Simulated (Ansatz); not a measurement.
**The polar optical mode of ZnSe at 2 GPa, worked through**

Theory: DFT LDA, scalar-relativistic, plane waves, PAW (Ansatz). Plane waves to 420 eV; Γ-centred k mesh 8×8×8; fixed occupations. No spin polarisation. Phonons by linear response, acoustic sum rule imposed.

The cell, relaxed at 2 GPa:
```cif
data_structure
_symmetry_space_group_name_H-M 'P 1'
_symmetry_Int_Tables_number 1
_cell_length_a 3.9025
_cell_length_b 3.9025
_cell_length_c 3.9025
_cell_angle_alpha 60.000
_cell_angle_beta 60.000
_cell_angle_gamma 60.000
_cell_volume 42.02
loop_
_atom_site_label
_atom_site_type_symbol
_atom_site_fract_x
_atom_site_fract_y
_atom_site_fract_z
_atom_site_occupancy
Zn1 Zn 0.00000 0.00000 0.00000 1
Se1 Se 0.75000 0.75000 0.75000 1
```

The run warned that the force constants aren't converged on this k mesh, so the frequencies and all that is formed from them are rough.

Linear response gives ν_TO = 227.7 cm⁻¹, Born charges ±1.931 e (positive on Zn) and ε∞ = 7.448. The primitive cell holds 42.024 Å³, and the masses are 65.380 and 78.971 amu.

Q: Find ν_LO and the static dielectric constant.

A: The long-wave field adds a restoring force: ω_LO² − ω_TO² = Z*²e²/(ε_vac ε∞ μV). In these units ν_LO² − ν_TO² = 4.92064×10⁷ Z*²/(μ V ε∞) cm⁻², with μ = m₁m₂/(m₁ + m₂) = 35.768 amu: 16386 cm⁻². So ν_LO = √(227.7² + 16386) = 261.2 cm⁻¹, and the run gives 261.2. Lyddane–Sachs–Teller then gives ε0 = ε∞ (ν_LO/ν_TO)² = 9.80, against 9.80 in the run (it forms both from the same three quantities, so the match checks the arithmetic only). Between ν_TO and ν_LO the dielectric function is negative and an undamped crystal reflects fully: a reststrahlen band from 38.3 to 43.9 μm.

Q: What do the Clausius–Mossotti polarisability and the Szigeti charge come to?

A: With the Lorentz local field, α = (3V/4π)(ε∞ − 1)/(ε∞ + 2) = 6.85 Å³ for the pair, and e_S = 3Z*/(ε∞ + 2) = 0.61 e. The Born charge includes the electrons' response to the dipole's own local field, and e_S takes that enhancement out. The Lorentz field assumes point-like polarisable ions, a poor picture once ε∞ is this large, since the electron clouds then overlap or are shared, so both numbers are formal here.

Q: How strongly does a slow electron couple to the LO mode?

A: For one isotropic parabolic band, Fröhlich's constant is α_F = (1/ε∞ − 1/ε0) √(m* Ry/ħω_LO), with Ry = 13.606 eV, ħω_LO = 32.4 meV and m* in free-electron masses: α_F = 0.0322 × 20.50 × √m* = 0.66 √m*. The band mass isn't part of this run; for m* = 0.1, 0.3 and 1 it gives 0.21, 0.36, 0.66. In weak coupling the polaron lies α_F ħω_LO below the band edge (12 meV at m* = 0.3) with a mass m*(1 + α_F/6); past α_F of about 5 or 6 that expansion fails. A semilocal functional's ε∞ tends to be too large, which taken alone lowers α_F.

Cost: 1 run of about 2.4 core-minutes, on AMD EPYC (Zen 3) (shared hosts).

ZnSe emerges as a polar semiconductor whose dielectric response is mainly electronic, with a smaller lattice share. The Born charge of 1.931 e lies close to the formal ionic value, but this doesn't make the bonding fully ionic: in a tetrahedral sp³ network, displacing the sublattices also shifts charge along the partly covalent bonds, so the dynamical charge exceeds the static one.

The ε∞ of 7.448 is well above the accepted value for ZnSe, probably because too small a gap makes the valence electrons too polarisable. At a given Born charge, this overscreens the long-range field and narrows the LO–TO splitting. The difference of squared frequencies depends on the charge, electronic screening, volume and masses, not on the short-range force constants. It is therefore better founded than either frequency, whereas the lattice part of ε0 varies inversely with the square of ν_TO and inherits its uncertainty directly. With only one pressure computed, nothing follows about how compression changes the polarity or the splitting.
